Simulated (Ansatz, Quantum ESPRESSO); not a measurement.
# Complex bands of MgTe, zinc blende type, lattice constant set to 6.539 Å, part 2 of 4

How good a tunnel barrier is MgTe, zinc blende type, lattice constant set to 6.539 Å?

Quantum ESPRESSO 7.5; plane-wave DFT, LDA, GBRV ultrasoft pseudopotentials; cross-check by Ansatz 0.2.0 with PAW datasets.

So far. Step 2 (Self-consistent run): The run needed 10 iterations to bring the estimated error under 1e-09 Ry.

The structure was built from a prototype and need not be the compound's stable phase.

## (3) Complex band structure

Level of this step: complex band structure by pwcond; plane-wave DFT, LDA, GBRV ultrasoft pseudopotentials (Quantum ESPRESSO).

ikind = 0 solves one period of the crystal for all kz, real and complex, at each energy and k across. ewind and epsproj trim the two-dimensional plane-wave basis; nz1 sets the subslabs.

cbs.in reads:

```
&inputcond
  outdir = './out'
  prefixl = 'scf'
  band_file = 'cbs'
  ikind = 0
  ewind = 4.0
  epsproj = 1e-05
  nz1 = 7
  energy0 = 4.93
  denergy = -0.17
/
4
  0.00000000 0.00000000 1.00000000
  0.50000000 0.00000000 1.00000000
  0.50000000 0.50000000 1.00000000
  0.25000000 0.00000000 1.00000000
42
```

On the command line:

```console
$ OMP_NUM_THREADS=1 mpirun -n 2 pwcond.x -in cbs.in > cbs.out
```

Log:

```text
[banner, memory and clock lines left out]
Program PWCOND v.7.5 starts

          URL

     ./out/scf.save/

     IMPORTANT: XC functional enforced from input :
     Exchange-correlation= PZ
                           (   1   1   0   0   0   0   0)
     Any further DFT definition will be discarded
     Please, verify this is what you really want

     Reading collected, re-writing distributed wavefunctions

===== INPUT FILE containing the left lead =====

     GEOMETRY:

     lattice parameter (alat)  =       8.7377  a.u.
     the volume                =     943.4103 (a.u.)^3
     the cross section         =      76.3467 (a.u.)^2
     l of the unit cell        =       1.4142 (alat)
     number of atoms/cell      =            4
     number of atomic types    =            2

     crystal axes: (cart. coord. in units of alat)
               a(1) = (  1.0000  0.0000  0.0000 )
               a(2) = (  0.0000  1.0000  0.0000 )
               a(3) = (  0.0000  0.0000  1.4142 )

   Cartesian axes

     site n.     atom                  positions (alat units)
          1        Mg     tau(  1)=(  0.0000  0.0000  1.4142  )
          2        Te     tau(  2)=(  0.5000  0.0000  0.3536  )
          3        Mg     tau(  3)=(  0.5000  0.5000  0.7071  )
          4        Te     tau(  4)=(  0.0000  0.5000  1.0607  )

     nr1s                      =           36
     nr2s                      =           36
     nr3s                      =           50
     nr1sx                     =           36
     nr2sx                     =           36
     nr3sx                     =           50
     nr1                       =           40
     nr2                       =           40
     nr3                       =           60
     nr1x                      =           40
     nr2x                      =           40
     nr3x                      =           60

 _______________________________
  Radii of nonlocal spheres:

     type       ibeta     ang. mom.          radius (alat units)
       Mg         1         0                    0.1733
       Mg         2         0                    0.1733
       Mg         3         0                    0.1733
       Mg         4         1                    0.1733
       Mg         5         1                    0.1733
       Mg         6         2                    0.1733
       Mg         7         2                    0.1733
       Te         1         0                    0.3030
       Te         2         0                    0.3030
       Te         3         1                    0.3030
       Te         4         1                    0.3030
       Te         5         2                    0.3030
----- General information -----

----- Complex band structure calculation -----

     nrx                       =           36
     nry                       =           36
     nz1                       =            7

     energy0               =         4.9E+00
     denergy               =        -1.7E-01
     nenergy               =         42
     ecut2d                =         4.0E+01
     ewind                 =         4.0E+00
     epsproj               =         1.0E-05

     number of k_|| points=    4
                       cryst. coord.
        k(    1) = (   0.0000000   0.0000000), wk =   0.2500000
        k(    2) = (   0.5000000   0.0000000), wk =   0.2500000
        k(    3) = (   0.5000000   0.5000000), wk =   0.2500000
        k(    4) = (   0.2500000   0.0000000), wk =   0.2500000
----- Information about left lead -----

     nocros                   =           19
     noins                    =           45
     norb                     =           83
     norbf                    =           83
     nrz                      =           50

      iorb      type   ibeta   ang. mom.   m       position (alat)
        1        1       1        0        1   taunew(   1)=(  0.0000  0.0000  0.0000)
        2        1       2        0        1   taunew(   2)=(  0.0000  0.0000  0.0000)
        3        1       3        0        1   taunew(   3)=(  0.0000  0.0000  0.0000)
        4        1       4        1        1   taunew(   4)=(  0.0000  0.0000  0.0000)
        5        1       4        1        2   taunew(   5)=(  0.0000  0.0000  0.0000)
        6        1       4        1        3   taunew(   6)=(  0.0000  0.0000  0.0000)
        7        1       5        1        1   taunew(   7)=(  0.0000  0.0000  0.0000)
        8        1       5        1        2   taunew(   8)=(  0.0000  0.0000  0.0000)
        9        1       5        1        3   taunew(   9)=(  0.0000  0.0000  0.0000)
       10        1       6        2        1   taunew(  10)=(  0.0000  0.0000  0.0000)
       11        1       6        2        2   taunew(  11)=(  0.0000  0.0000  0.0000)
       12        1       6        2        3   taunew(  12)=(  0.0000  0.0000  0.0000)
       13        1       6        2        4   taunew(  13)=(  0.0000  0.0000  0.0000)
       14        1       6        2        5   taunew(  14)=(  0.0000  0.0000  0.0000)
       15        1       7        2        1   taunew(  15)=(  0.0000  0.0000  0.0000)
       16        1       7        2        2   taunew(  16)=(  0.0000  0.0000  0.0000)
       17        1       7        2        3   taunew(  17)=(  0.0000  0.0000  0.0000)
       18        1       7        2        4   taunew(  18)=(  0.0000  0.0000  0.0000)
       19        1       7        2        5   taunew(  19)=(  0.0000  0.0000  0.0000)
       20        2       1        0        1   taunew(  20)=(  0.5000  0.0000  0.3536)
       21        2       2        0        1   taunew(  21)=(  0.5000  0.0000  0.3536)
       22        2       3        1        1   taunew(  22)=(  0.5000  0.0000  0.3536)
       23        2       3        1        2   taunew(  23)=(  0.5000  0.0000  0.3536)
       24        2       3        1        3   taunew(  24)=(  0.5000  0.0000  0.3536)
       25        2       4        1        1   taunew(  25)=(  0.5000  0.0000  0.3536)
       26        2       4        1        2   taunew(  26)=(  0.5000  0.0000  0.3536)
       27        2       4        1        3   taunew(  27)=(  0.5000  0.0000  0.3536)
       28        2       5        2        1   taunew(  28)=(  0.5000  0.0000  0.3536)
       29        2       5        2        2   taunew(  29)=(  0.5000  0.0000  0.3536)
       30        2       5        2        3   taunew(  30)=(  0.5000  0.0000  0.3536)
       31        2       5        2        4   taunew(  31)=(  0.5000  0.0000  0.3536)
       32        2       5        2        5   taunew(  32)=(  0.5000  0.0000  0.3536)
       33        1       1        0        1   taunew(  33)=(  0.5000  0.5000  0.7071)
       34        1       2        0        1   taunew(  34)=(  0.5000  0.5000  0.7071)
       35        1       3        0        1   taunew(  35)=(  0.5000  0.5000  0.7071)
       36        1       4        1        1   taunew(  36)=(  0.5000  0.5000  0.7071)
       37        1       4        1        2   taunew(  37)=(  0.5000  0.5000  0.7071)
       38        1       4        1        3   taunew(  38)=(  0.5000  0.5000  0.7071)
       39        1       5        1        1   taunew(  39)=(  0.5000  0.5000  0.7071)
       40        1       5        1        2   taunew(  40)=(  0.5000  0.5000  0.7071)
       41        1       5        1        3   taunew(  41)=(  0.5000  0.5000  0.7071)
       42        1       6        2        1   taunew(  42)=(  0.5000  0.5000  0.7071)
       43        1       6        2        2   taunew(  43)=(  0.5000  0.5000  0.7071)
       44        1       6        2        3   taunew(  44)=(  0.5000  0.5000  0.7071)
       45        1       6        2        4   taunew(  45)=(  0.5000  0.5000  0.7071)
       46        1       6        2        5   taunew(  46)=(  0.5000  0.5000  0.7071)
       47        1       7        2        1   taunew(  47)=(  0.5000  0.5000  0.7071)
       48        1       7        2        2   taunew(  48)=(  0.5000  0.5000  0.7071)
       49        1       7        2        3   taunew(  49)=(  0.5000  0.5000  0.7071)
       50        1       7        2        4   taunew(  50)=(  0.5000  0.5000  0.7071)
       51        1       7        2        5   taunew(  51)=(  0.5000  0.5000  0.7071)
       52        2       1        0        1   taunew(  52)=(  0.0000  0.5000  1.0607)
       53        2       2        0        1   taunew(  53)=(  0.0000  0.5000  1.0607)
       54        2       3        1        1   taunew(  54)=(  0.0000  0.5000  1.0607)
       55        2       3        1        2   taunew(  55)=(  0.0000  0.5000  1.0607)
       56        2       3        1        3   taunew(  56)=(  0.0000  0.5000  1.0607)
       57        2       4        1        1   taunew(  57)=(  0.0000  0.5000  1.0607)
       58        2       4        1        2   taunew(  58)=(  0.0000  0.5000  1.0607)
       59        2       4        1        3   taunew(  59)=(  0.0000  0.5000  1.0607)
       60        2       5        2        1   taunew(  60)=(  0.0000  0.5000  1.0607)
       61        2       5        2        2   taunew(  61)=(  0.0000  0.5000  1.0607)
       62        2       5        2        3   taunew(  62)=(  0.0000  0.5000  1.0607)
       63        2       5        2        4   taunew(  63)=(  0.0000  0.5000  1.0607)
       64        2       5        2        5   taunew(  64)=(  0.0000  0.5000  1.0607)
       65        1       1        0        1   taunew(  65)=(  0.0000  0.0000  1.4142)
       66        1       2        0        1   taunew(  66)=(  0.0000  0.0000  1.4142)
       67        1       3        0        1   taunew(  67)=(  0.0000  0.0000  1.4142)
       68        1       4        1        1   taunew(  68)=(  0.0000  0.0000  1.4142)
       69        1       4        1        2   taunew(  69)=(  0.0000  0.0000  1.4142)
       70        1       4        1        3   taunew(  70)=(  0.0000  0.0000  1.4142)
       71        1       5        1        1   taunew(  71)=(  0.0000  0.0000  1.4142)
       72        1       5        1        2   taunew(  72)=(  0.0000  0.0000  1.4142)
       73        1       5        1        3   taunew(  73)=(  0.0000  0.0000  1.4142)
       74        1       6        2        1   taunew(  74)=(  0.0000  0.0000  1.4142)
       75        1       6        2        2   taunew(  75)=(  0.0000  0.0000  1.4142)
       76        1       6        2        3   taunew(  76)=(  0.0000  0.0000  1.4142)
       77        1       6        2        4   taunew(  77)=(  0.0000  0.0000  1.4142)
       78        1       6        2        5   taunew(  78)=(  0.0000  0.0000  1.4142)
       79        1       7        2        1   taunew(  79)=(  0.0000  0.0000  1.4142)
       80        1       7        2        2   taunew(  80)=(  0.0000  0.0000  1.4142)
       81        1       7        2        3   taunew(  81)=(  0.0000  0.0000  1.4142)
       82        1       7        2        4   taunew(  82)=(  0.0000  0.0000  1.4142)
       83        1       7        2        5   taunew(  83)=(  0.0000  0.0000  1.4142)
 ngper, shell number =          241          35
 ngper, n2d =          241         175
---  E-Ef =    4.9300000  k =    0.0000000   0.0000000
---  ie =          1  ik =          1
 Nchannels of the left tip =            1
 Right moving states:
   k1(2pi/a)   k2(2pi/a)   E-Ef (eV)
  -0.2003733  -0.0000000   4.9300000
 Left moving states:
   k1(2pi/a)   k2(2pi/a)   E-Ef (eV)
   0.2003737   0.0000000   4.9300000

---  E-Ef =    4.7600000  k =    0.0000000   0.0000000
---  ie =          2  ik =          1
 Nchannels of the left tip =            1
 Right moving states:
   k1(2pi/a)   k2(2pi/a)   E-Ef (eV)
  -0.2505775  -0.0000000   4.7600000
 Left moving states:
   k1(2pi/a)   k2(2pi/a)   E-Ef (eV)
   0.2505780   0.0000000   4.7600000
[... further energies and points left out ...]
---  E-Ef =   -1.8700000  k =    0.2500000   0.0000000
---  ie =         41  ik =          4
 Nchannels of the left tip =            1
 Right moving states:
   k1(2pi/a)   k2(2pi/a)   E-Ef (eV)
  -0.2221618   0.0000000  -1.8700000
 Left moving states:
   k1(2pi/a)   k2(2pi/a)   E-Ef (eV)
   0.2221618   0.0000000  -1.8700000

---  E-Ef =   -2.0400000  k =    0.2500000   0.0000000
---  ie =         42  ik =          4
 Nchannels of the left tip =            1
 Right moving states:
   k1(2pi/a)   k2(2pi/a)   E-Ef (eV)
  -0.2825366   0.0000000  -2.0400000
 Left moving states:
   k1(2pi/a)   k2(2pi/a)   E-Ef (eV)
   0.2825366   0.0000000  -2.0400000

Note: The following floating-point exceptions are signalling: IEEE_UNDERFLOW_FLAG
Note: The following floating-point exceptions are signalling: IEEE_UNDERFLOW_FLAG
```

Run time: 19 min. Hardware: 2 MPI ranks of Arm Neoverse N1, shared host; peak memory 0.24 GiB; 37 min of CPU time.

This step gave:

| Property | Result |
| --- | --- |
| peak of the smallest κ at the zone centre | 0.147 Å⁻¹ |
| energy of the peak at the zone centre | 1.02 eV |
| peak of the smallest κ at (1/2, 0) | 0.255 Å⁻¹ |
| peak of the smallest κ at (1/2, 1/2) | 0.33 Å⁻¹ |
| peak of the smallest κ at (1/4, 0) | 0.275 Å⁻¹ |

K across = (0, 0) in the cell's reciprocal vectors; values within 0.0025 1/Å of each other count once, columns are sorted by size at each energy, a dash where no further value was kept. Im kz of the slowest decaying states against energy, zero at the highest filled level of the SCF mesh:

```
energy (eV)  decay 1 (Å⁻¹)  decay 2 (Å⁻¹)  decay 3 (Å⁻¹)
      -2.04          0.597          0.812           1.19
      -1.70           0.48          0.783           1.16
      -1.36          0.311          0.754           1.12
      -1.02          0.723           1.08           1.55
      -0.68          0.692           1.04           1.53
      -0.34          0.659          0.993           1.50
       0.00          0.011          0.022          0.624
       0.34          0.113          0.263          0.587
       0.68          0.141          0.344          0.548
       1.02          0.147          0.391          0.504
       1.36          0.137           0.42          0.455
       1.53          0.126          0.428          0.703
       1.87           0.08          0.366          0.442
       2.21          0.289          0.446          0.559
       2.55          0.172          0.443          0.469
       2.89          0.358          0.434           1.20
       3.23          0.188          0.418           1.17
       3.57          0.397           1.13           1.15
       3.91          0.034          0.368           1.10
       4.25          0.128           0.33           1.06
       4.59          0.157           0.28           1.02
       4.93          0.167          0.209           0.98
```

K across = (0, 0) in the cell's reciprocal vectors. Table of Re kz of states that move upwards by energy, zero at the highest filled level of the SCF mesh:

```
energy (eV)  channel 1 (Å⁻¹)  channel 2 (Å⁻¹)  channel 3 (Å⁻¹)
      -2.04            0.444                -                -
      -1.87           -0.474                -                -
      -1.53           -0.395                -                -
      -1.36           -0.357                -                -
      -1.02           -0.285            0.220            0.220
      -0.85           -0.250            0.357            0.357
      -0.68           -0.214            0.462            0.462
      -0.34           -0.313           -0.313           -0.138
      -0.17           -0.210           -0.210          -0.0927
       0.00                -                -                -
       0.17                -                -                -
       0.34                -                -                -
       0.68                -                -                -
       0.85                -                -                -
       1.02                -                -                -
       1.36                -                -                -
       1.53                -                -                -
       1.87                -                -                -
       2.04                -                -                -
       2.21           0.0860                -                -
       2.55            0.160                -                -
       2.72            0.191                -                -
       3.06            0.243            0.250                -
       3.23            0.280            0.303                -
       3.57            0.246            0.346            0.407
       3.74            0.339            0.389            0.457
       3.91            0.441                -                -
       4.25           -0.376                -                -
       4.42           -0.331                -                -
       4.76           -0.241                -                -
       4.93           -0.193                -                -
```

K across = (1/2, 0) in the cell's reciprocal vectors; values within 0.0025 1/Å of each other count once, columns are sorted by size at each energy, a dash where no further value was kept. The Im kz of the slowest decaying states by energy, zero at the highest filled level of the SCF mesh:

| energy (eV) | decay 1 (Å⁻¹) | decay 2 (Å⁻¹) | decay 3 (Å⁻¹) |
| --- | --- | --- | --- |
| -2.04 | 0.136 | 0.999 | 1.18 |
| -1.70 | 0.104 | 0.935 | 1.15 |
| -1.36 | 0.859 | 1.11 | 1.75 |
| -1.02 | 0.761 | 1.08 | 1.72 |
| -0.68 | 0.604 | 1.04 | 1.70 |
| -0.34 | 0.073 | 0.373 | 1.01 |
| 0.00 | 0.173 | 0.607 | 0.968 |
| 0.34 | 0.218 | 0.665 | 0.929 |
| 0.68 | 0.242 | 0.688 | 0.889 |
| 1.02 | 0.254 | 0.693 | 0.847 |
| 1.36 | 0.254 | 0.689 | 0.805 |
| 1.53 | 0.251 | 0.684 | 0.783 |
| 1.87 | 0.236 | 0.669 | 0.738 |
| 2.21 | 0.209 | 0.649 | 0.691 |
| 2.55 | 0.164 | 0.624 | 0.641 |
| 2.89 | 0.068 | 0.588 | 0.595 |
| 3.23 | 0.53 | 0.56 | 1.36 |
| 3.57 | 0.464 | 0.521 | 1.33 |
| 3.91 | 0.383 | 0.476 | 1.30 |
| 4.25 | 0.149 | 0.25 | 0.423 |
| 4.59 | 0.182 | 0.358 | - |
| 4.93 | 0.119 | 0.275 | 1.19 |

K across = (1/2, 1/2) in the cell's reciprocal vectors; values within 0.0025 1/Å of each other count once, columns are sorted by size at each energy, a dash where no further value was kept. Im kz of the slowest decaying states against energy, zero at the highest filled level of the SCF mesh:

```
energy (eV)  decay 1 (Å⁻¹)  decay 2 (Å⁻¹)  decay 3 (Å⁻¹)
      -2.04          0.143          0.433           1.75
      -1.87          0.086          0.383           1.74
      -1.53          0.224           1.72           1.88
      -1.36           1.71           1.87              -
      -1.02          0.124          0.171           1.68
      -0.85          0.189          0.246           1.67
      -0.68           0.23          0.286           1.66
      -0.34           0.28          0.328           1.63
      -0.17          0.297          0.339           1.62
       0.00          0.309          0.345           1.61
       0.17          0.318          0.347           1.59
       0.34          0.324          0.347           1.58
       0.68           0.33           0.34           1.55
       0.85           0.33          0.334           1.54
       1.02          0.325          0.328           1.53
       1.36          0.302          0.319           1.50
       1.53          0.287          0.312           1.48
       1.87          0.251          0.293           1.46
       2.04          0.228          0.281           1.44
       2.21            0.2          0.267           1.43
       2.55          0.121          0.231           1.40
       2.72          0.027          0.209           1.38
       3.06          0.147           1.35           1.58
       3.23          0.097           1.33           1.56
       3.57           1.30           1.54           1.56
       3.74           1.29           1.52           1.54
       3.91           1.27           1.51           1.53
       4.25           1.24           1.48           1.50
       4.42           1.22           1.47           1.48
       4.76          0.077           1.18           1.44
       4.93          0.087           1.17           1.43
```

K across = (1/4, 0) in the cell's reciprocal vectors; values within 0.0025 1/Å of each other count once, columns are sorted by size at each energy, a dash where no further value was kept. Table of Im kz of the slowest decaying states by energy, zero at the highest filled level of the SCF mesh:

```csv
energy (eV),decay 1 (Å⁻¹),decay 2 (Å⁻¹),decay 3 (Å⁻¹)
-2.04,0.13,0.698,1.01
-1.87,0.028,0.65,0.991
-1.70,0.597,0.973,1.32
-1.53,0.535,0.953,1.30
-1.36,0.061,0.462,0.934
-1.02,0.125,0.235,0.896
-0.85,0.126,0.876,1.23
-0.68,0.111,0.856,1.21
-0.51,0.059,0.836,1.19
-0.34,0.816,1.17,1.25
-0.17,0.072,0.796,1.15
0.00,0.147,0.167,0.775
0.17,0.187,0.286,0.754
0.34,0.215,0.358,0.733
0.68,0.25,0.452,0.689
0.85,0.261,0.485,0.667
1.02,0.268,0.513,0.644
1.19,0.273,0.538,0.62
1.36,0.275,0.56,0.595
1.53,0.274,0.57,0.58
1.70,0.271,0.544,0.6
1.87,0.266,0.516,0.621
2.04,0.258,0.486,0.646
2.21,0.247,0.455,0.711
2.55,0.213,0.384,0.688
2.72,0.189,0.341,0.675
2.89,0.154,0.292,0.661
3.06,0.097,0.229,0.647
3.23,0.133,0.631,0.765
3.40,0.052,0.614,0.732
3.57,0.117,0.595,0.697
3.74,0.064,0.141,0.576
3.91,0.118,0.152,0.555
4.25,0.15,0.509,0.528
4.42,0.143,0.15,0.473
4.59,0.129,0.141,0.409
4.76,0.105,0.122,0.327
4.93,0.065,0.077,0.193
```

The program's own clock; routines nest. Time by routine:

| routine | wall time (s) | calls |
| --- | --- | --- |
| PWCOND | 1111 | 1 |
| scatter_forw | 668.1 | 168 |
| compbs | 433 | 168 |
| compbs_2 | 413.9 | 168 |
| local | 9.25 | 4 |
| init | 0.74 | 1 |
| poten | 0.02 | 1 |

(Continued in part 3 of 4.)

[Logs are printed without paths, hosts, clocks, repeated set-up lines and the standing remarks that a program may print on its own settings, such as how far it seeks lower states.]

[Hosts, paths, dates, database ids (printed as entryN), source tags and the programs' standing remarks are cut or masked in the printed files.]

[Maps of the electrostatic potential energy from Ansatz leave out the sawtooth potential of an applied field or a dipole correction, so their vacuum need not be flat; planar profiles and work functions include it.]
